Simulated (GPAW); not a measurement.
Runs of GPAW 26.7.0 on TaS2. It takes space group P-3m1 (No. 164, trigonal). Conventional cell: a = 3.350 Å, b = 3.350 Å, c = 5.860 Å, α = 90.00°, β = 90.00°, γ = 120.00°. Ta (site symmetry -3m) has 6 S at 2.43 Å as nearest neighbours. S (site symmetry 3m) has 3 Ta at 2.43 Å as nearest neighbours. 

```tsv
task	level	potentials or basis	spin	cell	k mesh	cutoff (eV)	smearing	maxiter	optimizer	fmax	max steps	band path	gap on the mesh (eV)	pressure (GPa)	relaxed volume (Å³/atom)	largest force (eV/Å)
relaxation of cell and atoms	PBE	GPAW PAW data sets (gpaw-data 1.2.1), pw	off	relaxed	9 × 9 × 5	600	fermi-dirac 0.05 eV	150	LBFGS	0.02 eV/Å	100	-	none	0.0	21.94	0.01
relaxation of cell and atoms	PBEsol+D4	PAW data sets generated in the run's folder for this functional, pw	off	relaxed	7 × 7 × 4	600	fermi-dirac 0.05 eV	150	BFGS	0.02 eV/Å	100	-	none	0.1	17.88	0.02
band structure	PBEsol	PAW data sets generated in the run's folder for this functional, pw	off	as given	9 × 9 × 5	600	fermi-dirac 0.05 eV	150	-	-	-	GMKGALHA,LM,KH	-	4.7	-	(c)
band structure	PBE	GPAW PAW data sets (gpaw-data 1.2.1), pw	SOC, no magnetisation	as given	7 × 7 × 4	600	fermi-dirac 0.05 eV	150	-	-	-	GMKGALHA,LM,KH	-	9.4	-	1.25
band structure	LDA	the program's PAW data sets (release 1.2.1) made for this functional, pw	off	as given	9 × 9 × 5	600	fermi-dirac 0.05 eV	150	-	-	-	GMKGALHA,LM,KH	-	1.3	-	0.77
relaxation of cell and atoms	BP86	PAW data sets generated in the run's folder for this functional, pw	off	relaxed	7 × 7 × 4	600	fermi-dirac 0.05 eV	150	BFGS	0.05 eV/Å	40	-	none	0.2	21.15	0.01
single point	PBE	GPAW PAW data sets (gpaw-data 1.2.1), pw	off	as given	7 × 7 × 4	500	fermi-dirac 0.05 eV	80	-	-	-	-	none	9.4	-	1.25
band structure	LDA	the program's PAW data sets (release 1.2.1) made for this functional, other valence, pw	off	as given	7 × 7 × 4	600	fermi-dirac 0.05 eV	150	-	-	-	GMKGALHA,LM,KH	-	3.8	-	1.07
relaxation of cell and atoms	LDA	the program's PAW data sets (release 1.2.1) made for this functional, pw	off	relaxed	9 × 9 × 5	600	fermi-dirac 0.05 eV	150	FIRE	0.01 eV/Å	40	-	none	0.0	17.88	-
band structure	optB88-vdW	GPAW PAW data sets (gpaw-data 1.2.1), pw	SOC, no magnetisation	as given	7 × 7 × 4	600	fermi-dirac 0.05 eV	150	-	-	-	GMKGALHA,LM,KH	-	-	-	1.48
band structure	PBE	GPAW PAW data sets (gpaw-data 1.2.1), pw	off	as given	9 × 9 × 5	600	fermi-dirac 0.05 eV	150	-	-	-	GMKGALHA,LM,KH	-	9.5	-	(b)
single point	PBE	GPAW PAW data sets (gpaw-data 1.2.1), pw	off	as given	9 × 9 × 5	600	gaussian 0.011 eV	150	-	-	-	-	none	9.5	-	(a)
```

Question: Estimate the missing entries.

Answer: (a) 1.30; (b) 1.28; (c) 1.04.

Caveats: this functional lacks dispersion, which binds the layers, so the pressure and a relaxed spacing across them are unreliable (some runs); later steps reuse the first step's grids (some runs); spin-orbit coupling is left out, which moves the levels of the heavy elements (some runs); forces of over 1 eV/Å show positions far from the minimum, so gaps and moduli don't describe the material at rest (some runs); spin-orbit coupling was added after a scalar SCF, so levels and gaps hold it while energy, forces, pressure and moments don't (some runs); this program's spin-orbit splittings come out too wide for heavy elements (some runs); the volume moved by over 15 % at a fixed basis, so the end points are rough (some runs).

A k mesh can miss the band edges, and rows without SOC leave out spin-orbit coupling on Ta.

A gap of «none» marks a metal or a gap under the smearing width.

The runs don't all hold the same shells in valence.
